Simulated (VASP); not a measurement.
Set up this calculation in VASP 6.6.1, as the native input.

| Property | Result |
| --- | --- |
| Task | single point |
| Functional | PBE |
| Potentials or basis | VASP PAW PBE potentials, release 64 (In_d, Se) |
| Cutoff | 520 eV |
| k mesh | 8 × 8 × 2 |
| Occupations | fermi-dirac, width 0.05 eV |
| Spin | no spin polarisation |
| Further INCAR settings | ALGO = Normal; EDIFF = 1e-07; NBANDS = 48 |

The structure of InSe lies in POSCAR:

```
InSe
1.0
    4.0473293151      0.0000000000      0.0000000000
   -2.0236646576      3.5050900044      0.0000000000
    0.0000000000      0.0000000000     18.0520649100
In Se
4 4
Direct
    0.3363050000      0.6763900000      0.0775700000
    0.3330840000      0.6673720000      0.9223880000
   -0.0008300000     -0.0018540000      0.4226850000
    0.0088850000     -0.0027040000      0.5762080000
    0.3376140000      0.6681520000      0.3515270000
    0.3334960000      0.6630990000      0.6485180000
    0.6707000000      0.3364080000      0.1467790000
    0.6641430000      0.3298740000      0.8533380000
```

The cell comes from a database or a generator and needn't be the stable form of this composition.

The cell isn't the ideal one: atoms moved at random, drawn with an rms of 0.05 Å.

These files were run (other wordings do the same):

INCAR

```
  PREC = Accurate
  ENCUT = 520
  EDIFF = 1E-7
  ISMEAR = -1
  SIGMA = 0.05
  LREAL = False
  LASPH = True
  NELM = 80
  ALGO = Normal
  ISIF = 2
  LWAVE = False
  LCHARG = False
  GGA = PE
  NBANDS = 48
```

KPOINTS

```
regular mesh
0
Gamma
  8 8 2
```

Potentials or basis: VASP PAW PBE potentials, release 64 (In_d, Se).

Launch:

```bash
$ cat potpaw_PBE.64/In_d/POTCAR potpaw_PBE.64/Se/POTCAR > POTCAR
$ mpirun -np 1 vasp_std > vasp.out
```

It gave:

```json
{
  "Pressure": "1.2 GPa",
  "Largest force": "0.339 eV/Å",
  "Band gap on the k mesh": "0.74 eV, direct"
}
```

Caveat: spin-orbit coupling is left out, which moves the levels of the heavy elements.

Run time: 11 min on 1 thread of Intel(R) Xeon(R) 6975P-C (Granite Rapids), on a shared host, peak memory 0.78 GiB.
